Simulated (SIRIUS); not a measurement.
# C in SIRIUS: reference runs

Aim: a first look at C with PBE, on the cell as given.

All numbers are computed with SIRIUS 7.12.0; they aren't measurements. Logs are shortened: lines on timing, memory, paths and dates and some standing lists are left out, and cuts for length are marked. The log counts tension as positive stress, the text compression.

## 1. The slab as given

The cell holds a slab with vacuum, 2 atoms: a = 2.456 Å, b = 2.456 Å, c = 8.524 Å, α = 90.00°, β = 90.00°, γ = 120.00°.

## 2. Single point, PBE

The input, sirius.json:

```json
{
  "control": {
    "processing_unit": "cpu",
    "std_evp_solver_name": "lapack",
    "gen_evp_solver_name": "lapack",
    "verbosity": 2,
    "print_forces": true,
    "ortho_rf": true,
    "use_second_variation": true,
    "rmt_max": 3.0,
    "num_bands_to_print": 13,
    "save_wf": true
  },
  "parameters": {
    "electronic_structure_method": "full_potential_lapwlo",
    "xc_functionals": ["XC_GGA_X_PBE", "XC_GGA_C_PBE"],
    "core_relativity": "dirac",
    "valence_relativity": "iora",
    "num_fv_states": 13,
    "smearing": "fermi_dirac",
    "smearing_width": 0.0018374661,
    "pw_cutoff": 27,
    "gk_cutoff": 5.27,
    "lmax_apw": 10,
    "lmax_rho": 8,
    "lmax_pot": 8,
    "num_mag_dims": 0,
    "auto_rmt": 0,
    "ngridk": [12, 12, 3],
    "shiftk": [0, 0, 0],
    "num_dft_iter": 80,
    "energy_tol": 1e-07,
    "density_tol": 1e-05,
    "use_symmetry": true
  },
  "settings": {"tol_ne": 1e-10},
  "iterative_solver": {"type": "exact"},
  "mixer": {"type": "anderson", "beta": 0.5, "max_history": 8},
  "unit_cell": {
    "lattice_vectors": [[4.641488922, 0.0, 0.0], [-2.320744461, 4.0196473179, 0.0], [0.0, 0.0, 16.1076538906]],
    "atom_types": ["C"],
    "atom_files": {"C": "C.json"},
    "atoms": {"C": [[0.6666666667, 0.3333333333, 0.0], [0.3333333333, 0.6666666667, 0.0]]}
  }
}
```

The input, C.json:

```json
{
  "name": "carbon",
  "symbol": "C",
  "number": 6,
  "mass": 12.0107,
  "rmin": 1e-06,
  "rmt": 1.29,
  "nrmt": 800,
  "rinf": 14.98,
  "core": "",
  "valence": [
    {"basis": [{"enu": -0.24, "dme": 0, "n": 0, "auto": 0}, {"enu": -0.24, "dme": 1, "n": 0, "auto": 0}]},
    {"l": 0, "n": 1, "basis": [{"enu": -0.241, "dme": 0, "n": 0, "auto": 0}]},
    {"l": 1, "n": 2, "basis": [{"enu": -0.14, "dme": 0, "n": 0, "auto": 0}]},
    {"l": 2, "n": 3, "basis": [{"enu": -0.14, "dme": 0, "n": 0, "auto": 0}]},
    {"l": 3, "n": 4, "basis": [{"enu": -0.14, "dme": 0, "n": 0, "auto": 0}]}
  ],
  "lo": [
    {
      "l": 0,
      "basis": [{"enu": -0.241, "dme": 0, "n": 0, "auto": 0}, {"enu": -0.241, "dme": 1, "n": 0, "auto": 0}]
    },
    {
      "l": 0,
      "basis": [{"enu": -0.241, "dme": 1, "n": 0, "auto": 0}, {"enu": -0.241, "dme": 2, "n": 0, "auto": 0}]
    },
    {
      "l": 0,
      "basis": [{"enu": -9.887, "dme": 0, "n": 1, "auto": 1}, {"enu": -9.887, "dme": 1, "n": 1, "auto": 1}]
    },
    {
      "l": 0,
      "basis": [{"enu": -0.241, "dme": 0, "n": 0, "auto": 0}, {"enu": 6.9701, "dme": 0, "n": 0, "auto": 0}]
    },
    {"l": 1, "basis": [{"enu": -0.14, "dme": 0, "n": 0, "auto": 0}, {"enu": -0.14, "dme": 1, "n": 0, "auto": 0}]},
    {"l": 1, "basis": [{"enu": -0.14, "dme": 1, "n": 0, "auto": 0}, {"enu": -0.14, "dme": 2, "n": 0, "auto": 0}]},
    {
      "l": 1,
      "basis": [{"enu": -0.14, "dme": 0, "n": 0, "auto": 0}, {"enu": 8.1528, "dme": 0, "n": 0, "auto": 0}]
    },
    {"l": 2, "basis": [{"enu": -0.14, "dme": 0, "n": 0, "auto": 0}, {"enu": -0.14, "dme": 1, "n": 0, "auto": 0}]},
    {"l": 2, "basis": [{"enu": -0.14, "dme": 1, "n": 0, "auto": 0}, {"enu": -0.14, "dme": 2, "n": 0, "auto": 0}]},
    {
      "l": 2,
      "basis": [{"enu": -0.14, "dme": 0, "n": 0, "auto": 0}, {"enu": 9.2344, "dme": 0, "n": 0, "auto": 0}]
    },
    {"l": 3, "basis": [{"enu": -0.14, "dme": 0, "n": 0, "auto": 0}, {"enu": -0.14, "dme": 1, "n": 0, "auto": 0}]}
  ],
  "free_atom": [... radial grid and density of the free atom, the start of the SCF ...]
}
```

The input, sirius_start.json:

```json
{
  "control": {
    "processing_unit": "cpu",
    "std_evp_solver_name": "lapack",
    "gen_evp_solver_name": "lapack",
    "verbosity": 1,
    "print_forces": false,
    "ortho_rf": true,
    "use_second_variation": true,
    "rmt_max": 3.0,
    "num_bands_to_print": 13,
    "save_wf": false
  },
  "parameters": {
    "electronic_structure_method": "full_potential_lapwlo",
    "xc_functionals": ["XC_LDA_X", "XC_LDA_C_PW"],
    "core_relativity": "dirac",
    "valence_relativity": "iora",
    "num_fv_states": 13,
    "smearing": "fermi_dirac",
    "smearing_width": 0.0055123983,
    "pw_cutoff": 27,
    "gk_cutoff": 4.22,
    "lmax_apw": 10,
    "lmax_rho": 8,
    "lmax_pot": 8,
    "num_mag_dims": 0,
    "auto_rmt": 0,
    "ngridk": [5, 5, 1],
    "shiftk": [0, 0, 0],
    "num_dft_iter": 30,
    "energy_tol": 0.01,
    "density_tol": 0.05,
    "use_symmetry": true
  },
  "settings": {"tol_ne": 1e-10},
  "iterative_solver": {"type": "exact"},
  "mixer": {"type": "anderson", "beta": 0.5, "max_history": 8},
  "unit_cell": {
    "lattice_vectors": [[4.641488922, 0.0, 0.0], [-2.320744461, 4.0196473179, 0.0], [0.0, 0.0, 16.1076538906]],
    "atom_types": ["C"],
    "atom_files": {"C": "C.json"},
    "atoms": {"C": [[0.6666666667, 0.3333333333, 0.0], [0.3333333333, 0.6666666667, 0.0]]}
  }
}
```

Potentials or basis: all-electron FP-LAPW, apw+lo standard.

Run with:

```
$ OMP_NUM_THREADS=1 sirius.scf --input=sirius_start.json --output=start.json
$ OMP_NUM_THREADS=1 sirius.scf --input=sirius.json --output=output.json --task=1
```

The program printed:

```text
[info] SIRIUS version : 7.12.0
[info] number of MPI ranks           : 1
[info] MPI grid                      : 1 1
[info] maximum number of OMP threads : 1
[fft] FFT context for density and potential
[fft] =====================================
[fft]   plane wave cutoff                     : 27
[fft]   grid size                             : 45 45 144   total : 291600
[fft]   grid limits                           : -22 22   -22 22   -71 72
[fft]   number of G-vectors within the cutoff : 99787
[fft]   number of G-shells                    : 4978
[fft] FFT context for coarse grid
[fft] =====================================
[fft]   plane wave cutoff                     : 10.54
[fft]   grid size                             : 18 18 60   total : 19440
[fft]   grid limits                           : -8 9   -8 9   -29 30
[fft]   number of G-vectors within the cutoff : 5953
[fft]   number of G-shells                    : 381
[unit cell] lattice vectors
[unit cell]   a1 :       4.6414889220      0.0000000000      0.0000000000
[unit cell]   a2 :      -2.3207444610      4.0196473179      0.0000000000
[unit cell]   a3 :       0.0000000000      0.0000000000     16.1076538906
[unit cell] reciprocal lattice vectors
[unit cell]   b1 :       1.3537003778      0.7815592775     -0.0000000000
[unit cell]   b2 :       0.0000000000      1.5631185550      0.0000000000
[unit cell]   b3 :       0.0000000000     -0.0000000000      0.3900745167
[unit cell] unit cell volume :       300.52289057 [a.u.^3]
[unit cell] 1/sqrt(omega)    :         0.05768478
[unit cell] MT volume        :        17.98405971 ( 5.98%)
[unit cell] IT volume        :       282.53883085 (94.02%)
[unit cell] number of atom types : 1
[unit cell] type id : 0 symbol :  C mt_radius :   1.290000 num_atoms : 2
[unit cell] total number of atoms : 2
[unit cell] number of symmetry classes : 1
[unit cell] atom id  type id  class id             position                      vector_field
[unit cell] ------------------------------------------------------------------------------------------
[unit cell]      0        0        0      0.66667   0.33333   0.00000      0.00000   0.00000   0.00000
[unit cell]      1        0        0      0.33333   0.66667   0.00000      0.00000   0.00000   0.00000
[unit cell] atom id         position (Cartesian, a.u.)
[unit cell] ---------------------------------------------
[unit cell]      0       2.320744    1.339882    0.000000
[unit cell]      1      -0.000000    2.679765    0.000000
[unit cell] class id : 0 atom id : 0 1
[unit cell] minimum bond length:     2.679765
[sym] space group number   : 191
[sym] international symbol : P6/mmm
[sym] Hall symbol          : -P 6 2
[sym] space group transformation matrix :
[sym]   1.0000  0.0000  0.0000
[sym]   0.0000  1.0000  0.0000
[sym]   0.0000  0.0000  1.0000
[sym] space group origin shift :
[sym]   0.0000  0.0000  0.0000
[sym] number of space group operations  : 24
[sym] number of magnetic group operations : 24
[sym] metric tensor error: 5.1412e-10
[sym] rotation matrix error: 2.7556e-11
[sym]
[sym] symmetry operations
[sym]
[sym] isym : 0
[... 225 lines left out ...]
[find] | SCF iteration   1 out of  80|
[find] +------------------------------+
[generate_radial_functions] Linearization energies
[generate_radial_functions] Atom : C, class id : 0
[generate_radial_functions] augmented waves
[generate_radial_functions] local orbitals
[generate_radial_functions] {l: 0, n: 1, enu: -9.78441, dme: 0, auto: 1}
[generate_radial_functions] {l: 0, n: 1, enu: -9.78441, dme: 1, auto: 1}
[diagonalize] Lowest band energies
[diagonalize] ik:    0   -9.784838   -9.783856   -0.726409   -0.287988   -0.117360   -0.117360    0.104512    0.189713    0.251618    0.303241    0.303241    0.419635    0.463216
[diagonalize] ik:    1   -9.784821   -9.783871   -0.720342   -0.280720   -0.141364   -0.129921    0.112790    0.197802    0.259421    0.306146    0.329062    0.398656    0.474204
[diagonalize] ik:    2   -9.784779   -9.783914   -0.702207   -0.259120   -0.201874   -0.159326    0.137623    0.221904    0.282151    0.306147    0.342429    0.397441    0.509259
[diagonalize] ik:    3   -9.784713   -9.783982   -0.672216   -0.279457   -0.223902   -0.191970    0.178948    0.254900    0.271500    0.292372    0.326340    0.492027    0.554953
[diagonalize] ik:    4   -9.784630   -9.784063   -0.630809   -0.360950   -0.219153   -0.176882    0.176922    0.236478    0.281808    0.319032    0.381277    0.578519    0.583875
[diagonalize] ...
[diagonalize] ik:   33   -9.784509   -9.784182   -0.562425   -0.426472   -0.303009   -0.103731    0.088188    0.345052    0.366850    0.375310    0.469414    0.508141    0.548597
[diagonalize] ik:   34   -9.784465   -9.784225   -0.516400   -0.479928   -0.309830   -0.070577    0.048499    0.363853    0.419310    0.428921    0.440985    0.469588    0.520967
[diagonalize] ik:   35   -9.784509   -9.784182   -0.567911   -0.393749   -0.336875   -0.106861    0.099337    0.336932    0.363736    0.446747    0.455307    0.464427    0.547648
[diagonalize] ik:   36   -9.784431   -9.784262   -0.515152   -0.446501   -0.363026   -0.055449    0.042927    0.393810    0.417917    0.447843    0.475455    0.488111    0.559039
[diagonalize] ik:   37   -9.784346   -9.784346   -0.469970   -0.469970   -0.396628   -0.005162   -0.005162    0.385518    0.473022    0.473022    0.495714    0.538337    0.538337
[generate_core_charge_density] atom class : 0
[find] Total energy                   :     -76.20735938 (Ha),    -152.41471877 (Ry)
[find] iteration : 1, RMS (target) : 4.5649e-02 (1.0000e-05) , energy difference (target) : 3.4759e-05 (1.0000e-07)
[find] Total energy                   :     -76.20736574 (Ha),    -152.41473149 (Ry)
[find] iteration : 2, RMS (target) : 1.0398e-03 (1.0000e-05) , energy difference (target) : -6.3588e-06 (1.0000e-07)
[find] Total energy                   :     -76.20736576 (Ha),    -152.41473153 (Ry)
[find] iteration : 3, RMS (target) : 2.0286e-04 (1.0000e-05) , energy difference (target) : -2.0379e-08 (1.0000e-07)
[find] Total energy                   :     -76.20736584 (Ha),    -152.41473168 (Ry)
[find] iteration : 4, RMS (target) : 1.6778e-05 (1.0000e-05) , energy difference (target) : -7.5039e-08 (1.0000e-07)
[find] Charges and magnetic moments
[find] --------------------------------------------------------------------------------
[find] atom      charge    core leakage
[find] --------------------------------------------------------------------------------
[find]    0    3.951717    0.000000e+00
[find]    1    3.951717    0.000000e+00
[find] total core leakage    : 0.00000000e+00
[find] interstitial charge   : 4.096565
[find] total charge          : 12.000000
[find] Energy
[find] --------------------------------------------------------------------------------
[find] valence_eval_sum               :     -41.83563927
[find] core_eval_sum                  :       0.00000000
[find] kinetic energy                 :      75.98030447
[find] enuc                           :     -89.41182166
[find] <rho|V^{XC}>                   :     -13.90432910
[find] <rho|E^{XC}>                   :     -10.82012969
[find] <mag|B^{XC}>                   :       0.00000000
[find] <rho|V^{H}>                    :    -103.91161464
[find] smearing (-TS)                 :      -0.00007076
[find] SCF correction                 :       0.00008838
[find] Total energy                   :     -76.20736583 (Ha),    -152.41473165 (Ry)
[find] Free energy (E-TS)             :     -76.20743658 (Ha),    -152.41487317 (Ry)
[find] band gap (eV)                  :       0.00000000
[find] Efermi                         :      -0.00368318
[find] iteration : 5, RMS (target) : 8.2219e-06 (1.0000e-05) , energy difference (target) : 1.2807e-08 (1.0000e-07)
[find] converged after 6 SCF iterations!
[find] Charges and magnetic moments
[find] --------------------------------------------------------------------------------
[find] atom      charge    core leakage
[find] --------------------------------------------------------------------------------
[find]    0    3.951717    0.000000e+00
[find]    1    3.951717    0.000000e+00
[find] total core leakage    : 0.00000000e+00
[find] interstitial charge   : 4.096565
[find] total charge          : 12.000000
[find] Energy
[find] --------------------------------------------------------------------------------
[find] valence_eval_sum               :     -41.83563927
[find] core_eval_sum                  :       0.00000000
[find] kinetic energy                 :      75.98030447
[find] enuc                           :     -89.41182166
[find] <rho|V^{XC}>                   :     -13.90432910
[find] <rho|E^{XC}>                   :     -10.82012969
[find] <mag|B^{XC}>                   :       0.00000000
[find] <rho|V^{H}>                    :    -103.91161464
[find] smearing (-TS)                 :      -0.00007076
[find] SCF correction                 :       0.00008838
[find] Total energy                   :     -76.20736583 (Ha),    -152.41473165 (Ry)
[find] Free energy (E-TS)             :     -76.20743658 (Ha),    -152.41487317 (Ry)
[find] band gap (eV)                  :       0.00000000
[find] Efermi                         :      -0.00368318
[ground_state]
[ground_state] ==== total Forces in Ha/bohr =====
[ground_state] atom:    0, force:       0.0000000     -0.0000000      0.0000000
[ground_state] atom:    1, force:      -0.0000000      0.0000000     -0.0000000
[ground_state] ==== contribution from density =====
[ground_state] atom:    0, force:      -0.0000000      0.0000000      0.0000000
[ground_state] atom:    1, force:       0.0000000     -0.0000000      0.0000000
[ground_state] ==== contribution from Hartree potential =====
[ground_state] atom:    0, force:       0.0000000     -0.0000000     -0.0000000
[ground_state] atom:    1, force:      -0.0000000      0.0000000      0.0000000
[ground_state] ==== contribution from IBS =====
[ground_state] atom:    0, force:       0.0000000     -0.0000000      0.0000000
[ground_state] atom:    1, force:      -0.0000000      0.0000000     -0.0000000
```

It took 3.4 min on 1 thread of Arm Neoverse V1, shared host; peak memory 0.76 GiB.

Results:

```
Free energy                                           : -2073.7100 eV
Band gap on the k mesh                                : none (metal or under the smearing width)
Valence electrons inside the program's atomic spheres : C 3.95 (radii C 1.29 bohr)
```
